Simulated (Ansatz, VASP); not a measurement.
This is a calculation of InAs for VASP 6.6.1. 

Contents of INCAR:

```
SYSTEM = InAs
PREC = Accurate ; ENCUT = 600
EDIFF = 1E-7 ; ISMEAR = -1
SIGMA = 0.05 ; LREAL = .FALSE.
LASPH = .TRUE. ; NELM = 60
ALGO = Fast ; ISIF = 3
LWAVE = .FALSE. ; LCHARG = .FALSE.
MAGMOM = 0 0 0 0 0 0 ; LORBIT = 11
LSORBIT = .TRUE. ; GGA_COMPAT = .FALSE.
GGA = PE ; IBRION = 2
NSW = 40 ; EDIFFG = -0.01
```

File KPOINTS:

```
regular mesh
0
G
  6 6 6
  0 0 0
```

POSCAR

```
InAs
1.0
    0.0000000000      3.0180000000      3.0180000000
    3.0180000000      0.0000000000      3.0180000000
    3.0180000000      3.0180000000      0.0000000000
In As
1 1
Direct
    0.0000000000      0.0000000000      0.0000000000
    0.7500000000      0.7500000000      0.7500000000
```

Potentials or basis: VASP PAW PBE potentials, release 64 (In_d, As).

Run with:

```sh
$ cat potpaw_PBE.64/In_d/POTCAR potpaw_PBE.64/As/POTCAR > POTCAR
$ mpirun -np 1 vasp_ncl > vasp.out
```

Question: What does the same run look like in Ansatz 0.2.0? Potentials or basis there: all-electron LAPW, relativistic spinors.

Answer: As run (cutoffs and basis follow the program's own potentials, and thresholds, step limits or extra output files can differ):

input.yaml

```yaml
crystal:
  lattice:
    - [0.0, 3.018, 3.018]
    - [3.018, 0.0, 3.018]
    - [3.018, 3.018, 0.0]
  atoms:
    - { symbol: In, position: [0.0, 0.0, 0.0] }
    - { symbol: As, position: [0.75, 0.75, 0.75] }
kpoints:
  mp_grid: { grid: [6, 6, 6] }
scf:
  occupations: { method: fermi_dirac, width: 0.05 }
hamiltonian:
  xc: pbe
  pseudopotentials: { kind: all_electron, lapw: { basis_error: 0.001 } }
magnetization:
  noncollinear: true
  spin_orbit: true
output:
  forces: true
  stress: true
relax:
  f_tol: 0.005
  max_steps: 60
  cell: {}
```

Potentials or basis: all-electron LAPW, relativistic spinors.

Command:

```console
$ ansatz run input.yaml --threads 1 --pin off --max-ram 3072MiB --backend cpu --events-out ev --progress --plain --runs-dir out
```

Both were run:

|  | VASP | Ansatz |
| --- | --- | --- |
| Relaxed volume | 29.64 Å³/atom | 29.61 Å³/atom |
| Relaxed cell | a = 4.377 Å, b = 4.377 Å, c = 4.377 Å, α = 60.00°, β = 60.00°, γ = 60.00° | a = 4.375 Å, b = 4.375 Å, c = 4.375 Å, α = 60.00°, β = 60.00°, γ = 60.00° |
| Space group after relaxing | F-43m (No. 216) | F-43m (No. 216) |
| Pressure after relaxing | 0.0 GPa | 0.0 GPa |

Where Ansatz's input types no cutoff or centring, it takes its own default and a Γ-centred mesh.

Pressure is positive in compression.
